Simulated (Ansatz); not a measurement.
**3-layer puckered SnSe (AA) in a perpendicular field**

Aim: how the 3-layer puckered SnSe (AA) screens a field along its normal, and what the field does to its bands. A positive field points along +c.

Calculated with Ansatz 0.2.0; plane-wave DFT, PBE-D3(BJ), Ansatz PAW.

### Step 1. The structure

The cell holds 12 atoms: 6 Sn and 6 Se. Its edges and angles: a = 4.400 Å, b = 4.290 Å, c = 59.781 Å, α = 90.0°, β = 90.0°, γ = 90.0°. Regions: layer 1: puckered SnSe, 4 atoms (2 Sn and 2 Se); layer 2: puckered SnSe, 4 atoms (2 Sn and 2 Se); layer 3: puckered SnSe, 4 atoms (2 Sn and 2 Se). Vacuum lies along c.

### Step 2. Relaxing the slab

The starting cell is a guess, so the in-plane lattice and the atoms are relaxed first, with the slab cut off from its images along the normal.

Input file input.yaml:

```yaml
crystal:
  lattice:
    - [4.4, 0.0, 0.0]
    - [0.0, 4.29, 0.0]
    - [0.0, 0.0, 59.7808000023]
  atoms:
    - { symbol: Sn, position: [0.06, 0.0, 0.3797205792] }
    - { symbol: Se, position: [0.44, 0.5, 0.3813933571] }
    - { symbol: Se, position: [0.94, 0.0, 0.4247785242] }
    - { symbol: Sn, position: [0.56, 0.5, 0.4264513021] }
    - { symbol: Sn, position: [0.06, 0.0, 0.4766346385] }
    - { symbol: Se, position: [0.44, 0.5, 0.4783074164] }
    - { symbol: Se, position: [0.94, 0.0, 0.5216925836] }
    - { symbol: Sn, position: [0.56, 0.5, 0.5233653615] }
    - { symbol: Sn, position: [0.06, 0.0, 0.5735486979] }
    - { symbol: Se, position: [0.44, 0.5, 0.5752214758] }
    - { symbol: Se, position: [0.94, 0.0, 0.6186066429] }
    - { symbol: Sn, position: [0.56, 0.5, 0.6202794208] }
  periodic: [true, true, false]
kpoints:
  mp_grid: { grid: [8, 8, 1] }
hamiltonian:
  xc: pbe
  dispersion: d3bj
scf:
  occupations: { method: fermi_dirac, width: 0.05 }
  convergence: { dr2_threshold: 1.0e-09 }
relax:
  f_tol: 0.004
  max_steps: 90
  cell: {}
output:
  write_potential: true
  write_density: true
  volumetric_format: npy
```

Run with:

```sh
$ ansatz run input.yaml --threads 4 --pin off --max-ram 16384MiB --backend cpu --events-out ev --progress --plain --runs-dir out
```

Numbers of over 12 decimals in the logs are rounded to 6 here.

Output:

```text
Warning: relax.cell: scf.convergence.dr2_threshold = 1e-9 eV is looser than the 2.01876302768e-10 eV advised for a relaxation that steers and ends on the stress (1e-10 eV for each atom of the cell: 12, times the square of relax.cell.stress_2d_tol = 0.05 N/m over 24.4 Å (the atoms' height at the walk's start and 5 Å past either face), 2.051e-2 GPa, over a crystal's default 0.05). What an SCF threshold leaves in a stress goes as its square root, and in the free energy as the threshold itself, and one threshold admits the most on a small cell: [figures from the program's tests cut] Set scf.convergence.dr2_threshold to 2.01876302768e-10 eV or tighter. [rest of the remark cut]
Engine: ansatz 0.2.0, aarch64-unknown-linux-gnu
Pseudopotentials: kind: paw
Pseudopotential: Sn, paw, valence charge 14, recommended cutoff 420 eV (normal), Sn.paw.azcp
Pseudopotential: Se, paw, valence charge 16, recommended cutoff 420 eV (normal), Se.paw.azcp
Functional definition: PBE
  parameter kappa = 0.804
  parameter beta = 0.066725
  exchange = pbe_x(kappa = kappa, mu = beta*pi^2/3)
  correlation = pbe_c(beta = beta)
Crystal: 12 atoms, lattice volume = 1128.422 Å³
Basis set: ecut = 420 eV, 22103 PW (Γ), exchange–correlation on 60×60×800 points (8 copies of the dense FFT grid, shifted against one another)
Bands: 108, of which v1, the nominal top of the filled ones, is band 90 counted from 1 (89 counted from 0)
Symmetry: 4 space group operations
Space group: Pmn21 (ITA 31), of the structure as read, at distance tolerance 1.0e-4 Å
k-points: 25 of 64 (time reversal used)
Non-local potential: Sn, projectors of the file, l = 0: 2, l = 1: 2, l = 2: 2, l = 3: 2
Non-local potential: Se, projectors of the file, l = 0: 2, l = 1: 2, l = 2: 3, l = 3: 1
PAW form: soft (Blöchl's): semilocal exchange-correlation on the pseudo side does not see the compensation charge
PAW one-centre angular grid: Sn, 590 points (default); XC on 64 Gauss nodes
PAW one-centre angular grid: Se, 590 points (default); XC on 64 Gauss nodes
Initial density: superposition of atomic densities (neutral atoms: chi_scale 0, normalization atom), corrected by the library's trained network
Initial wavefunctions: pseudopotential atomic-orbital guess
Functional: x = pbe(κ = 0.804, μ = 0.219515), c = pbe(β = 0.066725)
SCF iter   1: F=—  HF=-68967.616154 eV  |F-HF|=—  |Δ(HF+E_count)|=         —  Δρ=9.19e-4  dr2=5.79e-2  ethr=1.77e-3  ⟨swp⟩=11.5  Hψ=14349  notcnv=0  defer=42
preconditioner: auto → Resta (q_TF=auto, 2.009 Å⁻¹)  ε∞=1.5  [insulator: Δε(μ)=0.767 eV  Ē_g=16.639 eV  σ=0.050 eV  W_gap=1.00  n_scr=146 (ndim 8)  ℏωp=12.1 eV  f_vac=0.694  D(μ)=0.00/eV (n_scr^D=0)  ε∞_Penn≈1.5  vacuum switching on, ρ_ref=2.0e-2 e/Å³]
SCF iter   2: F=—  HF=-68967.636777 eV  |F-HF|=—  |Δ(HF+E_count)|=   2.06e-2  Δρ=1.11e-3  dr2=3.19e-1  ethr=3.22e-5  ⟨swp⟩=3.9  Hψ=5538  notcnv=0  defer=216
SCF iter   3: F=—  HF=-68967.608143 eV  |F-HF|=—  |Δ(HF+E_count)|=   2.86e-2  Δρ=3.91e-4  dr2=6.72e-3  ethr=3.22e-5  ⟨swp⟩=2.8  Hψ=3243  notcnv=0  defer=216
SCF iter   4: F=—  HF=-68967.608654 eV  |F-HF|=—  |Δ(HF+E_count)|=   5.12e-4  Δρ=1.72e-4  dr2=6.90e-4  ethr=3.73e-6  ⟨swp⟩=2.6  Hψ=4822  notcnv=0  defer=207
SCF iter   5: F=—  HF=-68967.608714 eV  |F-HF|=—  |Δ(HF+E_count)|=   5.95e-5  Δρ=6.23e-5  dr2=8.81e-5  ethr=3.83e-7  ⟨swp⟩=3.0  Hψ=4502  notcnv=0  defer=207
SCF iter   6: F=—  HF=-68967.608664 eV  |F-HF|=—  |Δ(HF+E_count)|=   4.96e-5  Δρ=2.42e-5  dr2=1.58e-5  ethr=4.90e-8  ⟨swp⟩=3.0  Hψ=4018  notcnv=0  defer=207
SCF iter   7: F=—  HF=-68967.608667 eV  |F-HF|=—  |Δ(HF+E_count)|=   2.70e-6  Δρ=1.01e-5  dr2=1.13e-6  ethr=8.81e-9  ⟨swp⟩=3.3  Hψ=4275  notcnv=0  defer=207
SCF iter   8: F=—  HF=-68967.608499 eV  |F-HF|=—  |Δ(HF+E_count)|=   1.68e-4  Δρ=3.61e-6  dr2=1.88e-7  ethr=6.27e-10  ⟨swp⟩=2.9  Hψ=4404  notcnv=0  defer=207
SCF iter   9: F=—  HF=-68967.608500 eV  |F-HF|=—  |Δ(HF+E_count)|=   1.56e-7  Δρ=1.00e-6  dr2=1.11e-8  ethr=1.04e-10  ⟨swp⟩=3.0  Hψ=4302  notcnv=0  defer=207
SCF iter  10: F=—  HF=-68967.608500 eV  |F-HF|=—  |Δ(HF+E_count)|=   3.18e-8  Δρ=3.18e-7  dr2=1.00e-9  ethr=6.18e-12  ⟨swp⟩=3.1  Hψ=4742  notcnv=0  defer=207
SCF iter  11: F=-68967.608500 eV  HF=-68967.608500 eV  |F-HF|=1.59e-9  |Δ(HF+E_count)|=   5.03e-9  Δρ=9.87e-8  dr2=1.86e-10  ethr=1.00e-12  ⟨swp⟩=10.5  Hψ=16852  notcnv=0
SCF 1 converged in 11 iterations: F = -68967.608500 eV  dr2 = 1.86e-10
  greatest PAW one-centre occupation: 1.000 electrons in one spin orbital (limit 2), on the Se atom at site 6 (counted from 0), in its partial waves of l = 2
relax step   1: F+E_penalty+E_count = -68967.60849962 eV  Δ(F+E_penalty+E_count) = +0.000e0 eV  max|allowed force component| = 8.689e-1 eV/Å  Δτ_max = 0.0000 Å  P = +4.731 N/m  Ω = 1128.422 Å³  fix = [c, alpha, beta]  reactions: c +0.000 N/m  (11 SCF iters, accepted)
Crystal: 12 atoms, lattice volume = 1128.827 Å³
Basis set: ecut = 420 eV, 22111 PW (Γ), exchange–correlation on 60×60×800 points (8 copies of the dense FFT grid, shifted against one another)
Initial density: handed on by an earlier stage of this run
Initial wavefunctions: those handed on with the density
iter 1 solved again at ethr=1.40e-4 eV; its pass at ethr=3.10e-3 eV (dr2=2.52e-1 eV) is discarded
SCF iter   1: F=—  HF=-68968.297244 eV  |F-HF|=—  |Δ(HF+E_count)|=         —  Δρ=3.92e-3  dr2=2.51e-1  ethr=1.40e-4  ⟨swp⟩=5.4  Hψ=14202  notcnv=0  defer=6
preconditioner: auto → Resta (q_TF=auto, 2.009 Å⁻¹)  ε∞=1.5  [insulator: Δε(μ)=0.703 eV  Ē_g=16.414 eV  σ=0.050 eV  W_gap=1.00  n_scr=146 (ndim 8)  ℏωp=12.1 eV  f_vac=0.688  D(μ)=0.01/eV (n_scr^D=0)  ε∞_Penn≈1.5  vacuum switching on, ρ_ref=2.0e-2 e/Å³]
SCF iter   2: F=—  HF=-68968.245472 eV  |F-HF|=—  |Δ(HF+E_count)|=   5.18e-2  Δρ=1.96e-3  dr2=4.47e-2  ethr=1.39e-4  ⟨swp⟩=4.1  Hψ=4660  notcnv=0  defer=28
SCF iter   3: F=—  HF=-68968.252911 eV  |F-HF|=—  |Δ(HF+E_count)|=   7.44e-3  Δρ=8.79e-4  dr2=1.18e-1  ethr=2.49e-5  ⟨swp⟩=4.0  Hψ=4880  notcnv=0  defer=49  recentre
SCF iter   4: F=—  HF=-68968.249647 eV  |F-HF|=—  |Δ(HF+E_count)|=   3.26e-3  Δρ=7.35e-4  dr2=7.77e-2  ethr=2.49e-5  ⟨swp⟩=3.2  Hψ=3919  notcnv=0  defer=186
SCF iter   5: F=—  HF=-68968.243538 eV  |F-HF|=—  |Δ(HF+E_count)|=   6.11e-3  Δρ=1.82e-4  dr2=3.31e-4  ethr=2.49e-5  ⟨swp⟩=2.7  Hψ=3632  notcnv=0  defer=199
SCF iter   6: F=—  HF=-68968.243534 eV  |F-HF|=—  |Δ(HF+E_count)|=   4.38e-6  Δρ=6.59e-5  dr2=7.24e-5  ethr=1.84e-7  ⟨swp⟩=3.4  Hψ=5392  notcnv=0  defer=199
SCF iter   7: F=—  HF=-68968.243472 eV  |F-HF|=—  |Δ(HF+E_count)|=   6.17e-5  Δρ=3.11e-5  dr2=1.00e-5  ethr=4.02e-8  ⟨swp⟩=3.0  Hψ=3572  notcnv=0  defer=199
[...]
relax step   9: F+E_penalty+E_count = -68968.39188708 eV  Δ(F+E_penalty+E_count) = -6.543e-5 eV  max|allowed force component| = 7.211e-3 eV/Å  Δτ_max = 0.0040 Å  P = -0.001 N/m  Ω = 1076.219 Å³  energy of the carried Pulay correction = +2.711e-3 eV  fix = [c, alpha, beta]  reactions: c +0.000 N/m  (8 SCF iters, accepted)
relax step  10: F+E_penalty+E_count = -68968.39191120 eV  Δ(F+E_penalty+E_count) = -2.413e-5 eV  max|allowed force component| = 1.061e-3 eV/Å  Δτ_max = 0.0026 Å  P = +0.001 N/m  Ω = 1076.189 Å³  energy of the carried Pulay correction = +2.713e-3 eV  fix = [c, alpha, beta]  reactions: c +0.000 N/m  (7 SCF iters, accepted)
Initial wavefunctions: pseudopotential atomic-orbital guess (no wavefunctions were taken with the density)
iter 1 solved again at ethr=4.20e-7 eV; its pass at ethr=3.10e-3 eV (dr2=7.56e-4 eV) is discarded
SCF iter   1: F=—  HF=-68968.389972 eV  |F-HF|=—  |Δ(HF+E_count)|=         —  Δρ=2.24e-5  dr2=8.24e-7  ethr=4.20e-7  ⟨swp⟩=6.0  Hψ=24370  notcnv=0
eigensolver tolerance schedule: the retry pair's looser diagonalisation over-reported the residual by 915.80 of it (diagonalisation noise at 0.14 of the residual, at the tolerance the schedule requests for it); recorded, not acted on — ethr = c·dr2/N_el stays at c = 1.0e-1
preconditioner: auto → Resta (q_TF=auto, 2.025 Å⁻¹)  ε∞=1.6  [insulator: Δε(μ)=0.744 eV  Ē_g=16.577 eV  σ=0.050 eV  W_gap=1.00  n_scr=146 (ndim 8)  ℏωp=12.4 eV  f_vac=0.686  D(μ)=0.01/eV (n_scr^D=0)  ε∞_Penn≈1.6  vacuum switching on, ρ_ref=2.0e-2 e/Å³]
SCF iter   2: F=—  HF=-68968.389789 eV  |F-HF|=—  |Δ(HF+E_count)|=   1.83e-4  Δρ=1.12e-5  dr2=2.63e-7  ethr=4.58e-10  ⟨swp⟩=4.7  Hψ=7388  notcnv=0
SCF iter   3: F=—  HF=-68968.389789 eV  |F-HF|=—  |Δ(HF+E_count)|=   6.57e-7  Δρ=3.51e-6  dr2=7.52e-8  ethr=1.46e-10  ⟨swp⟩=4.0  Hψ=5111  notcnv=0
SCF iter   4: F=—  HF=-68968.389790 eV  |F-HF|=—  |Δ(HF+E_count)|=   5.84e-8  Δρ=1.22e-6  dr2=1.46e-7  ethr=4.18e-11  ⟨swp⟩=2.9  Hψ=5150  notcnv=0
SCF iter   5: F=—  HF=-68968.389790 eV  |F-HF|=—  |Δ(HF+E_count)|=   2.46e-9  Δρ=8.15e-7  dr2=6.11e-8  ethr=4.18e-11  ⟨swp⟩=2.5  Hψ=3336  notcnv=0
SCF iter   6: F=—  HF=-68968.389790 eV  |F-HF|=—  |Δ(HF+E_count)|=   2.08e-9  Δρ=3.72e-7  dr2=9.56e-9  ethr=3.40e-11  ⟨swp⟩=1.9  Hψ=3301  notcnv=0
SCF iter   7: F=-68968.389790 eV  HF=-68968.389790 eV  |F-HF|=8.73e-11  |Δ(HF+E_count)|=   1.63e-9  Δρ=1.18e-7  dr2=6.03e-10  ethr=1.00e-12  ⟨swp⟩=13.9  Hψ=19984  notcnv=0
SCF 11 converged in 7 iterations: F = -68968.389790 eV  dr2 = 6.03e-10
  greatest PAW one-centre occupation: 1.000 electrons in one spin orbital (limit 2), on the Se atom at site 9 (counted from 0), in its partial waves of l = 2
relax step  11: F+E_penalty+E_count = -68968.38978952 eV  Δ(F+E_penalty+E_count) = +2.122e-3 eV  max|allowed force component| = 1.172e-3 eV/Å  Δτ_max = 0.0000 Å  P = -0.012 N/m  Ω = 1076.189 Å³  fix = [c, alpha, beta]  reactions: c -0.000 N/m  stress off target by 1.42e-2 N/m on what of the cell is left free  SCF on the basis re-selected at this cell (its energy is not comparable with the rows above)  (7 SCF iters)
basis re-selected at this cell: Δ(F+E_penalty+E_count) = +2.122e-3 eV, ΔP = -0.013 N/m vs the last step (what re-selecting the basis moved, of the pressure what is left beyond the Pulay correction that the steps carried, after the strain that the cell walked since its last selection, with what the two solves' SCF thresholds leave and, on support functions, any second-order correction that the steps lacked; it is no m [...]
dispersion: the relaxed geometry stands within reach of a switch of an atom's C6, across which e_disp changes (each atom's share, over what another start of this relaxation can change, counted as every distance, over a cell that relax.cell.fix or crystal.periodic holds in part: site 3 (Sn), some 0.03 eV, crossed with farther neighbours; site 4 (Sn), some 0.03 eV, crossed with farther neighbours; site 7 (Sn), some 0.03 eV, crossed with farther neighbours; site 8 (Sn), some 0.03 eV, crossed with farther neighbours; some 0.11 eV in sum): a start on the other side of the switch can end at another minimum, lower or higher, and the walk did not compare the two: [rest of the remark cut]
SCF converged after 7 iterations
Free energy (F): -68968.389790 eV
Harris-Foulkes:  -68968.389790 eV  (|F-HF|=8.73e-11)
Internal energy: -68968.389664 eV  (E = F + TS)
E sigma→0 (E₀):  -68968.389727 eV
Entropy (-TS):   -0.000126 eV (-0.010 meV/atom)
Fermi energy:    -3.919356 eV
--- Per-component energies (eV) ---
  E_band       = -5237.557962
  E_kinetic    = 1821.817763
  E_local      = -1491568.830925  (includes V_loc(G=0)·N_el)
  E_nonlocal   = -3771.334978
  E_hartree    = 745116.889128
  E_xc         = -2926.046974
  E_vxc        = -1169.606336  (∫ρ·V_xc dr)
  E_paw        = -36264.357742  (= ΣΔE_a)
  E_vpaw       = -783.396592  (= ΣTr[D̂ρ^β])
  E_aug_tail   = -0.003602  (compensation charges beyond the density's cutoff)
  E_ewald      = 718627.243530
  E_disp       = -3.765864  (pairwise vdW)
  E_smearing   = -0.000126  (= −TS)
  E_closure    = 0.000000  (closes the sum)
  Σ components = -68968.389790   (vs F -68968.389790, Δ=0.00e0)
--- Forces (eV/Å), atoms counted from 1 ---
  atom   1  Sn    -0.00028084    -0.00000000    -0.00117217
  atom   2  Se     0.00007730     0.00000000     0.00074246
  atom   3  Se     0.00003896    -0.00000000     0.00082219
  atom   4  Sn    -0.00018903    -0.00000000    -0.00029275
  atom   5  Sn     0.00034851     0.00000000     0.00023844
  atom   6  Se     0.00000508     0.00000000     0.00032529
  atom   7  Se     0.00000508     0.00000000    -0.00032529
  atom   8  Sn     0.00034851     0.00000000    -0.00023844
  atom   9  Sn    -0.00018903    -0.00000000     0.00029275
  atom  10  Se     0.00003896    -0.00000000    -0.00082219
  atom  11  Se     0.00007730     0.00000000    -0.00074246
  atom  12  Sn    -0.00028084    -0.00000000     0.00117217
  max |Σ_I F_I| component: 3.59e-8 eV/Å
--- 2D stress c σ (N/m, compression-positive) ---
       -0.014245      -0.000000       0.000000
       -0.000000      -0.009205       0.000000
        0.000000       0.000000      -0.000000
  P = ½ c Tr σ = -0.0117 N/m
--- Band table (eV; the first three rows and the last of 25) ---
  k-point 0: bands = [... 86 lower, -6.4049, -5.9632, -5.2571, -5.1811, -2.8317, -2.4215, -1.1595, -1.1426, ... 14 higher]
  k-point 1: bands = [... 86 lower, -5.9806, -5.9239, -5.2774, -5.0654, -2.9682, -2.4107, -1.3237, -1.1355, ... 14 higher]
  k-point 2: bands = [... 86 lower, -5.3446, -5.2117, -5.1242, -4.7984, -3.2329, -2.3519, -2.3002, -1.9997, ... 14 higher]
  k-point 24: bands = [... 86 lower, -6.4630, -6.4630, -5.4474, -5.4474, -2.1324, -2.1324, -0.9415, -0.9415, ... 14 higher]
  the weakly bound empty levels are not read free of the cell's end (no_gap_told)
--- Relaxed structure (10 steps of the walk, 10 accepted, 1 SCFs on fresh bases) ---
  F+E_penalty+E_count = -68968.38978952 eV   max|allowed force component| = 1.172e-3 eV/Å   (the final SCF, on the basis selected at the relaxed cell)
  cell:  # Å, volume = 1076.1889 Å³
    - [4.248970, 3.026053947357384e-18, 0]
    - [2.950402598673449e-18, 4.236850, 0]
    - [0, 0, 59.7808000023]
  atoms:
    - { symbol: Sn, position: [0.017717, 0, 0.376394] }
    - { symbol: Se, position: [0.491708, 0.500000, 0.375903] }
    - { symbol: Se, position: [0.994289, 0, 0.423030] }
    - { symbol: Sn, position: [0.503877, 0.500000, 0.422760] }
    - { symbol: Sn, position: [0.00346744, 0, 0.476237] }
    - { symbol: Se, position: [0.488942, 0.500000, 0.475927] }
    - { symbol: Se, position: [0.988942, 0, 0.524073] }
    - { symbol: Sn, position: [0.503467, 0.500000, 0.523763] }
    - { symbol: Sn, position: [0.00387679, 0, 0.577240] }
    - { symbol: Se, position: [0.494289, 0.500000, 0.576970] }
    - { symbol: Se, position: [0.991708, 0, 0.624097] }
    - { symbol: Sn, position: [0.517717, 0.500000, 0.623606] }
```

Run time: 23 min. Hardware: 4 threads of Arm Neoverse V1, shared host; peak memory 4.1 GiB.

Relaxation path:

```
step  energy less that of the first step (eV)  largest force component (eV/Å)  volume (Å³)
   1                                   0.0000                          0.8689      1128.42
   2                                  -0.6348                          0.2089      1128.83
   3                                  -0.7197                          0.1385      1111.89
   4                                  -0.7682                          0.0858      1080.17
   5                                  -0.7775                          0.0521      1078.21
   6                                  -0.7817                          0.0264      1079.22
   7                                  -0.7831                          0.0222      1074.06
   8                                  -0.7833                          0.0124      1076.59
   9                                  -0.7834                          0.0072      1076.22
  10                                  -0.7834                          0.0011      1076.19
 11*                                  -0.7813                          0.0012      1076.19
```

Relaxation steps marked * repeat the geometry before them on a plane-wave basis chosen anew for their cell, so energy and pressure can jump there.

Forces are held to the 4 operations that the run works with; a distortion that breaks them can't arise in this run.

```
cell as run  before  after  change
      a (Å)   4.400  4.249  -3.4 %
      b (Å)   4.290  4.237  -1.2 %
```

The atoms that moved most (Å, along periodic axes as changes of fractional coordinates times the final cell, across vacuum about the mean position):

```
atom      dx     dy      dz  length
Se11   0.220  0.000   0.328   0.395
 Se2   0.220  0.000  -0.328   0.395
 Sn4  -0.238  0.000  -0.221   0.325
 Sn9  -0.238  0.000   0.221   0.325
 Sn1  -0.180  0.000  -0.199   0.268
Sn12  -0.180  0.000   0.199   0.268
Se10   0.231  0.000   0.105   0.253
 Se3   0.231  0.000  -0.105   0.253
```

This step gave:

```
energy at zero smearing : -68968.3897 eV
```

The lattice constant a goes from 4.400 to 4.249 Å.

(Part 1 of 3 ends here.)

[Logs are printed without paths, hosts, clocks, repeated set-up lines and the standing remarks that a program may print on its own settings, such as how far it seeks lower states.]

[Hosts, paths, dates, database ids (printed as entryN), source tags and the programs' standing remarks are cut or masked in the printed files.]

[Maps of the electrostatic potential energy from Ansatz leave out the sawtooth potential of an applied field or a dipole correction, so their vacuum need not be flat; planar profiles and work functions include it.]
